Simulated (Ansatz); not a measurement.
InSe:

```
In Se
1.0
     4.04733    0.00000    0.00000
    -2.02366    3.50509    0.00000
     0.00000    0.00000   18.05206
In Se
4 4
Direct
  0.33333 0.66667 0.07739
  0.33333 0.66667 0.92261
  0.00000 0.00000 0.42261
  0.00000 0.00000 0.57739
  0.33333 0.66667 0.35298
  0.33333 0.66667 0.64702
  0.66667 0.33333 0.14700
  0.66667 0.33333 0.85300
```

Measurements of this composition are mostly on another form, of space group No. 160.

Base run:

```yaml
Program: Ansatz 0.2.0
Functional: BLYP
Potentials_or_basis: Ansatz PAW
Cutoff: "420 eV (not typed: the program's choice for these potentials)"
k_mesh: 8 × 8 × 2
Occupations: fermi-dirac, width 0.05 eV
Spin: no spin polarisation
```

Its results: band gap on the k mesh 0.65 eV, direct; pressure 3.9 GPa; largest force 0.443 eV/Å.

Task: The run is repeated on the same cell with these changes: functional from BLYP to PBE; occupations from fermi-dirac, width 0.05 eV to gaussian, width 0.012 eV. What comes out?

Result: Band gap on the k mesh 0.73 eV, direct; pressure 1.4 GPa; largest force 0.239 eV/Å.

Caveats: spin-orbit coupling is left out, which moves the levels of the heavy elements; this functional lacks dispersion, which binds the layers, so the pressure and a relaxed spacing across them are unreliable; the PAW data sets come from PBE, with cores solved anew for the run's functional, which leaves a small shift of forces and pressure (some runs).
